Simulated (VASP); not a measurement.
# Al2O3: core levels with PBE

Crystal: Al2O3.

```xyz
5
Lattice="3.0175 0.0000 0.0000 -1.5087 2.6132 0.0000 0.0000 0.0000 7.5746" Properties=species:S:1:pos:R:3 pbc="T T T"
Al    0.0000    0.0000    5.4693
Al    0.0000    0.0000    2.1054
O     0.0000    0.0000    3.7873
O     1.5087    0.8711    6.0638
O     0.0000    1.7421    1.5108
```

Measurements of this composition are mostly on another form, of space group No. 167.

- Program: VASP 6.6.1
- Task: core levels
- Functional: PBE
- Potentials or basis: VASP PAW PBE potentials, release 64 (Al, O)
- Cutoff: 520 eV
- k mesh: 10 × 10 × 4
- Occupations: gaussian, width 0.02 eV
- Spin: no spin polarisation
- Further INCAR settings: ALGO = Normal; EDIFF = 1e-07

```json
{
 "Pressure": "-0.5 GPa",
 "Largest force": "0.091 eV/Å",
 "Band gap on the k mesh": "2.29 eV, direct"
}
```

Forces in eV/Å, atoms in the order of the input:
```
Al   0.000  0.000 -0.076
Al   0.000  0.000  0.076
O    0.000  0.000  0.000
O    0.000  0.000 -0.091
O    0.000  0.000  0.091
```

Stress tensor (GPa, compression positive):
```
-0.71  0.00  0.00
 0.00 -0.71  0.00
 0.00  0.00 -0.21
```

Levels at points of the mesh, in eV from the valence-band top:
```csv
k point,band 9,band 10,band 11,band 12,band 13,band 14,band 15,band 16
"(0.00, 0.00, 0.00)",-3.73,-2.35,0.00,0.00,2.29,4.27,7.35,10.52
"(0.50, 0.00, 0.00)",-3.55,-3.12,-1.76,-0.48,4.60,6.19,8.17,8.95
"(0.00, 0.00, 0.50)",-3.66,-3.11,0.00,0.00,3.24,3.31,8.12,8.76
"(0.50, 0.00, 0.50)",-3.43,-3.34,-1.70,-0.48,5.04,5.60,8.09,8.66
```

Core levels (eV, on the scale of the bands):
| atom | levels |
| --- | --- |
| 1 Al | 1s -1500.9, 2s -98.1, 2p -59.6 |
| 2 Al | 1s -1500.9, 2s -98.1, 2p -59.6 |
| 3 O | 1s -499.2 |
| 4 O | 1s -501.8 |
| 5 O | 1s -501.8 |

It took 19 s on 1 thread of Intel(R) Xeon(R) 6975P-C (Granite Rapids), with other jobs on the host, peak memory 0.19 GiB.

A k mesh can miss the band edges. PBE gaps usually lie below the measured ones, often by a third to a half.
